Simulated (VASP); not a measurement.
Crystal: TlBr.

```
CELL_PARAMETERS angstrom
3.28400 0.00000 0.00000
0.00000 3.28400 0.00000
0.00000 0.00000 3.28400
ATOMIC_POSITIONS crystal
Tl 0.00000 0.00000 0.00000
Br 0.50000 0.50000 0.50000
```

The cell comes from a database or a generator and needn't be the stable form of this composition.

The cell isn't the ideal one: cell relaxed at zero pressure.

- Program: VASP 6.6.1
- Task: relaxation of cell and atoms
- Functional: PBE
- Potentials or basis: VASP PAW PBE potentials, release 64 (Tl_d, Br)
- Cutoff: 600 eV
- k mesh: 12 × 12 × 12
- Occupations: fermi-dirac, width 0.08 eV
- Spin: no spin polarisation

At the start: pressure 60.0 GPa; volume 17.71 Å³/atom.

Task: How do energy, volume and symmetry change on relaxing?

Result: Over 22 steps the energy falls by 1584.3 meV/atom and the volume is 33.13 Å³/atom (+87.1 %); space group Pm-3m (No. 221, to 0.05 Å).

The path:
| step | energy change (eV) | largest force (eV/Å) | pressure (GPa) | volume (Å³) |
| --- | --- | --- | --- | --- |
| 1 | 0.0000 | 0.0000 | 60.04 | 35.42 |
| 2 | -3.0156 | 0.0000 | -2.62 | 81.48 |
| 3 | -3.1484 | 0.0000 | 1.64 | 62.02 |
| 4 | -3.1661 | 0.0000 | -0.48 | 67.90 |
| 5 | -3.1686 | 0.0000 | -0.04 | 66.43 |
| 6 | -3.1683 | 0.0000 | 0.20 | 65.68 |
| 7 | -3.1683 | 0.0000 | 0.20 | 65.68 |
| 8 | -3.1683 | 0.0000 | 0.19 | 65.69 |
| 9 | -3.1683 | 0.0000 | 0.19 | 65.69 |
| 10 | -3.1683 | 0.0000 | 0.19 | 65.69 |
| 11 | -3.1683 | 0.0000 | 0.19 | 65.69 |
| 12 | -3.1683 | 0.0000 | 0.19 | 65.69 |
| 13 | -3.1683 | 0.0000 | 0.19 | 65.69 |
| 14 | -3.1683 | 0.0000 | 0.19 | 65.69 |
| 15 | -3.1683 | 0.0000 | 0.20 | 65.69 |
| 16 | -3.1683 | 0.0000 | 0.21 | 65.70 |
| 17 | -3.1683 | 0.0000 | 0.18 | 65.71 |
| 18 | -3.1683 | 0.0000 | 0.18 | 65.72 |
| 19 | -3.1684 | 0.0000 | 0.17 | 65.76 |
| 20 | -3.1684 | 0.0000 | 0.13 | 65.83 |
| 21 | -3.1685 | 0.0000 | 0.08 | 65.97 |
| 22 | -3.1686 | 0.0000 | 0.00 | 66.26 |

Final structure:
```yaml
crystal:
  lattice:
    - [4.04656, 0.00000, 0.00000]
    - [0.00000, 4.04656, 0.00000]
    - [0.00000, 0.00000, 4.04656]
  atoms:
    - { symbol: Tl, position: [0.00000, 0.00000, 0.00000] }
    - { symbol: Br, position: [0.50000, 0.50000, 0.50000] }
```

Caveat: the volume moved by over 15 % at a fixed basis, so the end points are rough.
